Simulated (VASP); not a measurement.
A run of VASP 6.6.1 is set up as follows.

File POSCAR:

```
AlP                                     
1.0
    0.0000000000      2.7528708547      2.7528708547
    2.7528708547      0.0000000000      2.7528708547
    2.7528708547      2.7528708547      0.0000000000
  Al              P             
     1     1
Direct
     0.0000000000000000    0.0000000000000000    0.0000000000000000
     0.2500000000000000    0.2500000000000000    0.2500000000000000
```

INCAR.step1

```
SYSTEM = AlP
  ALGO = Normal
  EDIFF = 1E-5
  ENCUT = 450
  GGA = PE
  ISIF = 2
  ISMEAR = 0
  KPAR = 2
  LASPH = .True.
  LCHARG = .False.
  LREAL = .False.
  LWAVE = .True.
  NELM = 120
  PREC = Accurate
  SIGMA = 0.02
```

INCAR.step2

```
SYSTEM = AlP
  ALGO = Normal
  EDIFF = 1E-6
  ENCUT = 450
  GGA = PE
  HFSCREEN = 0.2
  ISIF = 2
  ISMEAR = 0
  ISTART = 1
  KPAR = 2
  LASPH = .True.
  LCHARG = .False.
  LHFCALC = .True.
  LREAL = .False.
  LWAVE = .False.
  NELM = 120
  PREC = Accurate
  PRECFOCK = Fast
  SIGMA = 0.02
```

The input KPOINTS:

```
k-points
0
Gamma
  8 8 8
  0 0 0
```

The input KPOINTS_OPT:

```
path GXWKGLUWLK,UX
12
line-mode
reciprocal
 0.0000000000  0.0000000000  0.0000000000  G
 0.5000000000  0.0000000000  0.5000000000  X

 0.5000000000  0.0000000000  0.5000000000  X
 0.5000000000  0.2500000000  0.7500000000  W

 0.5000000000  0.2500000000  0.7500000000  W
 0.3750000000  0.3750000000  0.7500000000  K

 0.3750000000  0.3750000000  0.7500000000  K
 0.0000000000  0.0000000000  0.0000000000  G

 0.0000000000  0.0000000000  0.0000000000  G
 0.5000000000  0.5000000000  0.5000000000  L

 0.5000000000  0.5000000000  0.5000000000  L
 0.6250000000  0.2500000000  0.6250000000  U

 0.6250000000  0.2500000000  0.6250000000  U
 0.5000000000  0.2500000000  0.7500000000  W

 0.5000000000  0.2500000000  0.7500000000  W
 0.5000000000  0.5000000000  0.5000000000  L

 0.5000000000  0.5000000000  0.5000000000  L
 0.3750000000  0.3750000000  0.7500000000  K

 0.6250000000  0.2500000000  0.6250000000  U
 0.5000000000  0.0000000000  0.5000000000  X
```

Potentials or basis: VASP PAW PBE potentials, release 64 (Al, P).

Run with:

```console
$ cat potpaw_PBE.64/Al/POTCAR potpaw_PBE.64/P/POTCAR > POTCAR
$ cp INCAR.step1 INCAR
$ mpirun -np 2 vasp_std > vasp.out
$ cp INCAR.step2 INCAR
$ mpirun -np 2 vasp_std > vasp.out
```

Predict the pressure.

-1.7 GPa.

Predict the band gap on the k mesh.

2.33 eV, indirect (least direct gap 4.01 eV).

What does it give for the band gap along the path?

2.33 eV, indirect (least direct gap 4.01 eV).

Levels at the corners of the path, in eV from the valence-band top:
```csv
point,band 1,band 2,band 3,band 4,band 5,band 6,band 7,band 8
Γ,-12.63,0.00,0.00,0.00,4.01,5.47,5.47,5.47
X,-10.12,-5.78,-2.27,-2.27,2.33,3.25,12.27,12.28
X,-10.12,-5.78,-2.27,-2.27,2.33,3.25,12.27,12.28
W,-10.07,-5.37,-3.37,-2.97,5.17,6.92,7.09,7.37
W,-10.07,-5.37,-3.37,-2.97,5.17,6.92,7.09,7.37
K,-10.15,-5.47,-3.63,-1.86,3.22,6.02,9.59,9.83
K,-10.15,-5.47,-3.63,-1.86,3.22,6.02,9.59,9.83
Γ,-12.63,0.00,0.00,0.00,4.01,5.47,5.47,5.47
Γ,-12.63,0.00,0.00,0.00,4.01,5.47,5.47,5.47
L,-10.83,-5.99,-0.83,-0.83,3.56,5.76,5.76,9.25
L,-10.83,-5.99,-0.83,-0.83,3.56,5.76,5.76,9.25
U,-10.15,-5.47,-3.63,-1.86,3.22,6.02,9.59,9.84
U,-10.15,-5.47,-3.63,-1.86,3.22,6.02,9.59,9.83
W,-10.07,-5.37,-3.37,-2.97,5.17,6.92,7.09,7.37
W,-10.07,-5.37,-3.37,-2.97,5.17,6.92,7.09,7.37
L,-10.83,-5.99,-0.83,-0.83,3.56,5.76,5.76,9.25
L,-10.83,-5.99,-0.83,-0.83,3.56,5.76,5.76,9.25
K,-10.15,-5.47,-3.63,-1.86,3.22,6.02,9.59,9.83
U,-10.15,-5.47,-3.63,-1.86,3.22,6.02,9.59,9.83
X,-10.12,-5.78,-2.27,-2.27,2.33,3.25,12.28,12.33
```

Caveat: the PAW data sets were made with another functional, which shifts forces and pressure a little.

**Experimental background.**

From a printed reference work, data compilation, for a bulk crystal of AlP at 4.2 K: band gap 2.505 eV (indirect).

Against the measured gap of AlP, 2.505 eV (indirect; 4.2 K; a printed reference work, data compilation), the calculated 2.33 eV is off by -0.17 eV. The value is that of HSE06, without temperature or zero-point motion. The cell is a database's relaxed one, not the measured one, which moves gaps too.
